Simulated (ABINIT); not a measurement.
# HfN: band structure with LDA-PZ

Crystal: HfN.

```
Hf N
1.0
     0.00000    2.25600    2.25600
     2.25600    0.00000    2.25600
     2.25600    2.25600    0.00000
Hf N
1 1
Direct
  0.00000 0.00000 0.00000
  0.50000 0.50000 0.50000
```

```
Program             : ABINIT 10.8.3 (patched build)
Task                : band structure
Functional          : LDA-PZ
Potentials or basis : JTH PAW LDA v2.0
Cutoff              : 680 eV
k mesh              : 10 × 10 × 10
Occupations         : fermi-dirac, width 0.05 eV
Spin                : spin-orbit coupling, no magnetisation
Fine-grid cutoff    : 1278.94 eV
```

The band gap on the k mesh is none (metal or under the smearing width). The valence electrons inside the program's atomic spheres are Hf 9.71; N 2.56.

Levels at the corners of the path, in eV from the Fermi level:
| point | band 13 | band 14 | band 15 | band 16 | band 17 | band 18 | band 19 | band 20 |
| --- | --- | --- | --- | --- | --- | --- | --- | --- |
| Γ | -2.92 | -2.92 | -2.92 | -2.92 | -0.54 | -0.54 | -0.54 | -0.54 |
| X | -3.87 | -3.87 | -3.74 | -3.74 | -3.44 | -3.44 | 4.00 | 4.00 |
| W | -5.70 | -5.70 | -5.14 | -5.14 | 1.03 | 1.03 | 1.16 | 1.16 |
| K | -5.46 | -5.46 | -4.89 | -4.89 | -0.89 | -0.89 | 3.81 | 3.81 |
| Γ | -2.92 | -2.92 | -2.92 | -2.92 | -0.54 | -0.54 | -0.54 | -0.54 |
| L | -6.24 | -6.24 | -6.18 | -6.18 | 3.19 | 3.19 | 3.56 | 3.56 |
| U | -5.46 | -5.46 | -4.89 | -4.89 | -0.89 | -0.89 | 3.81 | 3.81 |
| W | -5.70 | -5.70 | -5.14 | -5.14 | 1.03 | 1.03 | 1.16 | 1.16 |
| L | -6.24 | -6.24 | -6.18 | -6.18 | 3.19 | 3.19 | 3.56 | 3.56 |
| K | -5.46 | -5.46 | -4.89 | -4.89 | -0.89 | -0.89 | 3.81 | 3.81 |

It took 4.5 min on 1 thread of Arm Neoverse V2 (shared host), peak memory 0.19 GiB.
